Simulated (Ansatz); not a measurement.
# Silicon, diamond under revPBE: ground state and equation of state, part 2 of 2

The plan for silicon in the diamond structure: relax it, solve it on a dense k-mesh, switch on spin-orbit coupling, then scale the cell to 7 volumes from 88 to 112 % of the relaxed one and try a fit of the equation of state. The k-meshes are 6×6×6 for the relaxation; 9×9×9 for the dense run; 7×7×7 for spin-orbit coupling; 9×9×9 for the volumes. The starting cell is the measured one, from the Crystallography Open Database.

Ansatz 0.2.0; DFT, revPBE, plane waves (420 eV) with PAW, scalar-relativistic. Earlier steps stand in the parts before.

## (6) Equation of state: 92 %

Input file input.yaml:

```yaml
crystal:
  lattice:
    - [0.0, 2.6722330247, 2.6722330247]
    - [2.6722330247, 0.0, 2.6722330247]
    - [2.6722330247, 2.6722330247, 0.0]
  atoms:
    - { symbol: Si, position: [0.5, 0.5, 0.5] }
    - { symbol: Si, position: [0.75, 0.75, 0.75] }
hamiltonian:
  xc: revpbe
  pseudopotentials:
    kind: paw
    azcp:
      Si: "pseudopotentials/Si.paw.azcp"
basis:
  ecutwfc: 420
  fft_grid_basis: typed
kpoints:
  mp_grid: { grid: [9, 9, 9], shift: [0, 0, 0] }
magnetization:
  spin_polarized: false
scf:
  occupations: { method: fermi_dirac, width: 0.05 }
output:
  stress: true
```

The log of the run (excerpt; [...] marks lines left out):

```text
Warning: RAYON_NUM_THREADS=4 ignored (pool sized by the plan → 4); use --threads N
[...]
Pseudopotentials: kind: paw
Pseudopotential: Si, paw, valence charge 4, recommended cutoff 420 eV (normal), <dir>
Functional definition: revPBE
[...]
Crystal: 2 atoms, lattice volume = 38.164 Å³
Basis set: ecut = 420 eV, 725 PW (Γ)
Bands: 8, of which v1, the nominal top of the filled ones, is band 4 counted from 1 (3 counted from 0)
Symmetry: 48 space group operations
Space group: Fd-3m (ITA 227), of the structure as read, at distance tolerance 3.4e-5 Å
k-points: 35 of 729
[...]
SCF iter   1: F=—  HF=-1275.985115 eV  |F-HF|=—  |Δ(HF+E_count)|=         —  Δρ=1.16e-3  dr2=2.52e-4  ethr=1.77e-3  ⟨swp⟩=5.9  Hψ=2488  notcnv=0
[...]
SCF iter   6: F=-1275.985689 eV  HF=-1275.985689 eV  |F-HF|=7.34e-10  |Δ(HF+E_count)|=   1.85e-9  Δρ=4.29e-6  dr2=4.40e-9  ethr=7.10e-10  ⟨swp⟩=2.5  Hψ=892  notcnv=0
[...]
SCF converged after 6 iterations
Free energy (F): -1275.985689 eV
[...]
E sigma→0 (E₀):  -1275.985667 eV
Entropy (-TS):   -0.000042 eV (-0.021 meV/atom)
Fermi energy:    7.053548 eV
[...]
--- Stress (GPa, compression-positive) ---
        8.497285      -0.000000      -0.000000
        0.000000       8.497285      -0.000000
       -0.000000      -0.000000       8.497285
  P = ⅓ Tr σ = 8.4973 GPa (84.973 kbar)
```

Run time: 0.61 s. Hardware: 4 threads of an Arm CPU, shared host; peak memory 0.33 GiB.

## (7) Equation of state: 96 %

input.yaml, as its differences from that of step 6:

```diff
@@ -2,5 +2,5 @@
   lattice:
-    - [0.0, 2.6722330247, 2.6722330247]
-    - [2.6722330247, 0.0, 2.6722330247]
-    - [2.6722330247, 2.6722330247, 0.0]
+    - [0.0, 2.7104129405, 2.7104129405]
+    - [2.7104129405, 0.0, 2.7104129405]
+    - [2.7104129405, 2.7104129405, 0.0]
   atoms:
```

The log of the run (excerpt; [...] marks lines left out):

```text
Warning: RAYON_NUM_THREADS=4 ignored (pool sized by the plan → 4); use --threads N
[...]
[... 3 set-up lines as earlier in the session ...]
[...]
Crystal: 2 atoms, lattice volume = 39.823 Å³
Basis set: ecut = 420 eV, 749 PW (Γ)
Bands: 8, of which v1, the nominal top of the filled ones, is band 4 counted from 1 (3 counted from 0)
[... 2 set-up lines as earlier in the session ...]
k-points: 35 of 729
[...]
SCF iter   1: F=—  HF=-1276.047897 eV  |F-HF|=—  |Δ(HF+E_count)|=         —  Δρ=1.20e-3  dr2=3.68e-4  ethr=1.77e-3  ⟨swp⟩=5.8  Hψ=2477  notcnv=0
[...]
SCF iter   6: F=-1276.048351 eV  HF=-1276.048351 eV  |F-HF|=4.09e-12  |Δ(HF+E_count)|=   1.07e-9  Δρ=1.27e-7  dr2=2.94e-12  ethr=2.63e-12  ⟨swp⟩=1.3  Hψ=855  notcnv=0
[...]
SCF converged after 6 iterations
Free energy (F): -1276.048351 eV
[...]
E sigma→0 (E₀):  -1276.048340 eV
Entropy (-TS):   -0.000020 eV (-0.010 meV/atom)
Fermi energy:    6.638252 eV
[...]
--- Stress (GPa, compression-positive) ---
        3.769887      -0.000000      -0.000000
       -0.000000       3.769887      -0.000000
       -0.000000      -0.000000       3.769887
  P = ⅓ Tr σ = 3.7699 GPa (37.699 kbar)
```

It took 0.62 s on 4 threads of an Arm CPU, shared host; peak memory 0.33 GiB.

## (8) Equation of state: 100 %

input.yaml, as its differences from that of step 7:

```diff
@@ -2,5 +2,5 @@
   lattice:
-    - [0.0, 2.7104129405, 2.7104129405]
-    - [2.7104129405, 0.0, 2.7104129405]
-    - [2.7104129405, 2.7104129405, 0.0]
+    - [0.0, 2.7475464992, 2.7475464992]
+    - [2.7475464992, 0.0, 2.7475464992]
+    - [2.7475464992, 2.7475464992, 0.0]
   atoms:
```

The log of the run (excerpt; [...] marks lines left out):

```text
Warning: RAYON_NUM_THREADS=4 ignored (pool sized by the plan → 4); use --threads N
[...]
[... 3 set-up lines as earlier in the session ...]
[...]
Crystal: 2 atoms, lattice volume = 41.483 Å³
Basis set: ecut = 420 eV, 869 PW (Γ)
Bands: 8, of which v1, the nominal top of the filled ones, is band 4 counted from 1 (3 counted from 0)
[... 2 set-up lines as earlier in the session ...]
k-points: 35 of 729
[...]
SCF iter   1: F=—  HF=-1276.066627 eV  |F-HF|=—  |Δ(HF+E_count)|=         —  Δρ=1.39e-3  dr2=7.59e-4  ethr=1.77e-3  ⟨swp⟩=5.8  Hψ=2470  notcnv=0
[...]
SCF iter   6: F=-1276.066887 eV  HF=-1276.066887 eV  |F-HF|=1.14e-12  |Δ(HF+E_count)|=   1.10e-9  Δρ=7.33e-8  dr2=1.72e-12  ethr=1.18e-11  ⟨swp⟩=1.4  Hψ=859  notcnv=0
[...]
SCF converged after 6 iterations
Free energy (F): -1276.066887 eV
[...]
E sigma→0 (E₀):  -1276.066882 eV
Entropy (-TS):   -0.000010 eV (-0.005 meV/atom)
Fermi energy:    6.253371 eV
[...]
--- Stress (GPa, compression-positive) ---
       -0.055657       0.000000      -0.000000
       -0.000000      -0.055657      -0.000000
       -0.000000      -0.000000      -0.055657
  P = ⅓ Tr σ = -0.0557 GPa (-0.557 kbar)
```

Run time: 0.62 s. Hardware: 4 threads of an Arm CPU, shared host; peak memory 0.33 GiB.

## (9) Equation of state: 104 %

input.yaml, as its differences from that of step 8:

```diff
@@ -2,5 +2,5 @@
   lattice:
-    - [0.0, 2.7475464992, 2.7475464992]
-    - [2.7475464992, 0.0, 2.7475464992]
-    - [2.7475464992, 2.7475464992, 0.0]
+    - [0.0, 2.7837025731, 2.7837025731]
+    - [2.7837025731, 0.0, 2.7837025731]
+    - [2.7837025731, 2.7837025731, 0.0]
   atoms:
```

The log of the run (excerpt; [...] marks lines left out):

```text
Warning: RAYON_NUM_THREADS=4 ignored (pool sized by the plan → 4); use --threads N
[...]
[... 3 set-up lines as earlier in the session ...]
[...]
Crystal: 2 atoms, lattice volume = 43.142 Å³
Basis set: ecut = 420 eV, 869 PW (Γ)
Bands: 8, of which v1, the nominal top of the filled ones, is band 4 counted from 1 (3 counted from 0)
[... 2 set-up lines as earlier in the session ...]
k-points: 35 of 729
[...]
SCF iter   1: F=—  HF=-1276.049761 eV  |F-HF|=—  |Δ(HF+E_count)|=         —  Δρ=1.64e-3  dr2=1.34e-3  ethr=1.77e-3  ⟨swp⟩=5.8  Hψ=2452  notcnv=0
[...]
SCF iter   6: F=-1276.049736 eV  HF=-1276.049736 eV  |F-HF|=2.05e-12  |Δ(HF+E_count)|=  2.03e-10  Δρ=1.88e-7  dr2=1.27e-11  ethr=3.71e-11  ⟨swp⟩=1.2  Hψ=865  notcnv=0
[...]
SCF converged after 6 iterations
Free energy (F): -1276.049736 eV
[...]
E sigma→0 (E₀):  -1276.049733 eV
Entropy (-TS):   -0.000006 eV (-0.003 meV/atom)
Fermi energy:    5.895635 eV
[...]
--- Stress (GPa, compression-positive) ---
       -3.144606      -0.000000       0.000000
        0.000000      -3.144606      -0.000000
        0.000000       0.000000      -3.144606
  P = ⅓ Tr σ = -3.1446 GPa (-31.446 kbar)
```

Run time: 0.63 s. Hardware: 4 threads of an Arm CPU, shared host; peak memory 0.33 GiB.

## (10) Equation of state: 108 %

input.yaml, as its differences from that of step 9:

```diff
@@ -2,5 +2,5 @@
   lattice:
-    - [0.0, 2.7837025731, 2.7837025731]
-    - [2.7837025731, 0.0, 2.7837025731]
-    - [2.7837025731, 2.7837025731, 0.0]
+    - [0.0, 2.8189430557, 2.8189430557]
+    - [2.8189430557, 0.0, 2.8189430557]
+    - [2.8189430557, 2.8189430557, 0.0]
   atoms:
```

The log of the run (excerpt; [...] marks lines left out):

```text
Warning: RAYON_NUM_THREADS=4 ignored (pool sized by the plan → 4); use --threads N
[...]
[... 3 set-up lines as earlier in the session ...]
[...]
Crystal: 2 atoms, lattice volume = 44.801 Å³
Basis set: ecut = 420 eV, 893 PW (Γ)
Bands: 8, of which v1, the nominal top of the filled ones, is band 4 counted from 1 (3 counted from 0)
[... 1 set-up line as earlier in the session ...]
Space group: Fd-3m (ITA 227), of the structure as read, at distance tolerance 3.6e-5 Å
k-points: 35 of 729
[...]
SCF iter   1: F=—  HF=-1276.004108 eV  |F-HF|=—  |Δ(HF+E_count)|=         —  Δρ=1.85e-3  dr2=1.96e-3  ethr=1.77e-3  ⟨swp⟩=5.9  Hψ=2447  notcnv=0
[...]
SCF iter   6: F=-1276.003835 eV  HF=-1276.003835 eV  |F-HF|=9.09e-13  |Δ(HF+E_count)|=  3.37e-10  Δρ=2.23e-7  dr2=1.70e-11  ethr=6.45e-11  ⟨swp⟩=1.1  Hψ=845  notcnv=0
[...]
SCF converged after 6 iterations
Free energy (F): -1276.003835 eV
[...]
E sigma→0 (E₀):  -1276.003834 eV
Entropy (-TS):   -0.000003 eV (-0.002 meV/atom)
Fermi energy:    5.562070 eV
[...]
--- Stress (GPa, compression-positive) ---
       -5.629348      -0.000000      -0.000000
       -0.000000      -5.629348      -0.000000
        0.000000       0.000000      -5.629348
  P = ⅓ Tr σ = -5.6293 GPa (-56.293 kbar)
```

Wall time 0.63 s (4 threads of an Arm CPU, shared host); peak memory 0.33 GiB.

## (11) Equation of state: 112 %

input.yaml, as its differences from that of step 10:

```diff
@@ -2,5 +2,5 @@
   lattice:
-    - [0.0, 2.8189430557, 2.8189430557]
-    - [2.8189430557, 0.0, 2.8189430557]
-    - [2.8189430557, 2.8189430557, 0.0]
+    - [0.0, 2.8533237984, 2.8533237984]
+    - [2.8533237984, 0.0, 2.8533237984]
+    - [2.8533237984, 2.8533237984, 0.0]
   atoms:
```

The log of the run (excerpt; [...] marks lines left out):

```text
Warning: RAYON_NUM_THREADS=4 ignored (pool sized by the plan → 4); use --threads N
[...]
[... 3 set-up lines as earlier in the session ...]
[...]
Crystal: 2 atoms, lattice volume = 46.460 Å³
Basis set: ecut = 420 eV, 893 PW (Γ)
Bands: 8, of which v1, the nominal top of the filled ones, is band 4 counted from 1 (3 counted from 0)
[... 2 set-up lines as earlier in the session ...]
k-points: 35 of 729
[...]
SCF iter   1: F=—  HF=-1275.935289 eV  |F-HF|=—  |Δ(HF+E_count)|=         —  Δρ=1.98e-3  dr2=2.50e-3  ethr=1.77e-3  ⟨swp⟩=5.8  Hψ=2439  notcnv=0
[...]
SCF iter   6: F=-1275.934851 eV  HF=-1275.934851 eV  |F-HF|=1.14e-11  |Δ(HF+E_count)|=  4.35e-10  Δρ=3.01e-7  dr2=2.83e-11  ethr=6.94e-11  ⟨swp⟩=1.1  Hψ=865  notcnv=0
[...]
SCF converged after 6 iterations
Free energy (F): -1275.934851 eV
[...]
E sigma→0 (E₀):  -1275.934849 eV
Entropy (-TS):   -0.000002 eV (-0.001 meV/atom)
Fermi energy:    5.250001 eV
[...]
--- Stress (GPa, compression-positive) ---
       -7.617054      -0.000000      -0.000000
       -0.000000      -7.617054       0.000000
       -0.000000      -0.000000      -7.617054
  P = ⅓ Tr σ = -7.6171 GPa (-76.171 kbar)
```

Run time: 0.64 s. Hardware: 4 threads of an Arm CPU, shared host; peak memory 0.33 GiB.

## (12) The equation of state

The cell was scaled evenly, with its shape and the fractional positions fixed.

```
V (Å³/atom)  E − E₀ (meV/atom)  P from the stress (GPa)  P from the fit (GPa)  gap on the mesh (eV)
     18.252               99.2                    14.33                 14.38                  0.43
     19.082               40.6                     8.50                  8.49                  0.53
     19.912                9.2                     3.77                  3.76                  0.61
     20.741                0.0                    -0.06                 -0.05                  0.69
     21.571                8.5                    -3.14                 -3.13                  0.76
     22.401               31.5                    -5.63                 -5.63                  0.83
     23.230               66.0                    -7.62                 -7.64                  0.88
```

A third-order Birch-Murnaghan fit gives V₀ = 20.729 Å³/atom, B₀ = 86 GPa and B₀′ = 4.3; it misses no point by more than 0.04 meV/atom.

## (13) Summary of results

What follows sums up all 2 parts.

| quantity | value |
| --- | --- |
| space group (spins left aside) | Fd-3m (No. 227) |
| conventional cell | a = 5.495 Å |
| volume | 20.741 Å³/atom |
| shortest distance | 2.379 Å |
| against the measured volume | +3.6 % (20.021 Å³/atom) |
| gap on the mesh | 0.69 eV |
| gap with spin-orbit coupling, on another mesh | 0.66 eV |
| V₀, B₀, B₀′ | 20.729 Å³/atom, 86 GPa, 4.3 |

**Reading.** Against experiment, revPBE misses the volume by +3.6 %. Cells that are too large are usual for this functional. The measured cell holds zero-point motion and, unless taken cold, thermal expansion, so the miss against a static lattice is larger still. The mesh shows a gap of 0.69 eV. Band edges may lie between mesh points, so the true gap at this level can be smaller. With spin-orbit coupling the gap goes from 0.69 to 0.66 eV; the two meshes hold different k-points, and a band edge that one misses the other may hit, so the change says little about spin-orbit coupling. The total energy of the spin-orbit run (on a coarser mesh) lies +1 meV/atom from the scalar one; mesh and treatment of the core enter this figure, so it is no spin-orbit energy. B₀ comes out at 86 GPa.
